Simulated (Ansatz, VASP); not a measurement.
## Hf in VASP and in Ansatz

```
Hf
1.0
     0.00000    2.18030    2.18030
     2.18030    0.00000    2.18030
     2.18030    2.18030    0.00000
Hf
1
Direct
  0.00000 0.00000 0.00000
```

Alike in both runs: functional LDA; k mesh 12 × 12 × 12; occupations fermi-dirac, width 0.1 eV; no spin polarisation.

Ansatz relaxed the structure, and its values are those at the end. VASP's run is a single point on that final structure, the one shown.

|  | VASP | Ansatz |
| --- | --- | --- |
| version | VASP 6.6.1 | Ansatz 0.2.0 |
| potentials or method | VASP PAW LDA potentials, release 64 (Hf_pv) | plane waves (420 eV) with PAW, scalar-relativistic |
| plane-wave cutoff (eV) | 520 | 420 |
| valence electrons in the cell | 10 | 26 |

|  | VASP | Ansatz | Ansatz less VASP |
| --- | --- | --- | --- |
| pressure (GPa) | 0.0 | 0.0 | -0.02 |

The two sets of potentials don't hold the same shells in valence. Ansatz warned: «pseudo_functional_mismatch».

Spin-orbit coupling is left out, which matters for the levels of Hf.
